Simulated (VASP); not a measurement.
**CdS: relaxation of cell and atoms with PBE**

Crystal: CdS.

```
Cd S
1.0
     0.00000    2.96842    2.96842
     2.96842    0.00000    2.96842
     2.96842    2.96842    0.00000
Cd S
1 1
Direct
  0.00000 0.00000 0.00000
  0.25000 0.25000 0.25000
```

| Property | Result |
| --- | --- |
| Program | VASP 6.6.1 |
| Task | relaxation of cell and atoms |
| Functional | PBE |
| Potentials or basis | VASP PAW PBE potentials, release 64 (Cd, S) |
| Cutoff | 520 eV |
| k mesh | 10 × 10 × 10 |
| Occupations | gaussian, width 0.02 eV |
| Spin | no spin polarisation |
| Further INCAR settings | ALGO = Normal; EDIFF = 1e-07; IBRION = 2; EDIFFG = -0.002; NSW = 80; ISIF = 3 |

```yaml
Relaxed_volume: 26.17 Å³/atom
Relaxed_cell: a = 4.198 Å, b = 4.198 Å, c = 4.198 Å, α = 60.00°, β = 60.00°, γ = 60.00°
Space_group_after_relaxing_to_0.05_Å: F-43m (No. 216)
Energy_gained_by_relaxing: 0.0 meV/atom
Ionic_steps: 2
Pressure_after_relaxing: 0.0 GPa
Band_gap_on_the_k_mesh: 1.03 eV, direct
```

Final structure:
```yaml
crystal:
  lattice:
    - [0.00000, 2.96878, 2.96878]
    - [2.96878, 0.00000, 2.96878]
    - [2.96878, 2.96878, 0.00000]
  atoms:
    - { symbol: Cd, position: [0.00000, 0.00000, 0.00000] }
    - { symbol: S, position: [0.25000, 0.25000, 0.25000] }
```

Levels at points of the mesh, in eV from the valence-band top:
```tsv
k point	band 5	band 6	band 7	band 8	band 9	band 10	band 11	band 12	band 13
(0.00, 0.00, 0.00)	-7.14	-7.14	0.00	0.00	0.00	1.03	6.55	6.55	6.55
(0.50, 0.00, 0.00)	-7.11	-6.81	-4.09	-0.68	-0.68	2.93	7.00	7.00	7.31
(0.50, 0.50, 0.00)	-7.07	-6.75	-3.72	-1.70	-1.70	3.64	4.27	9.01	10.46
```

Run time: 13 s on 4 MPI ranks on Intel(R) Xeon(R) Platinum 8488C (Sapphire Rapids), on a shared host, peak memory 0.19 GiB a rank.

A hybrid or GW would open this gap; PBE tends to underestimate it.
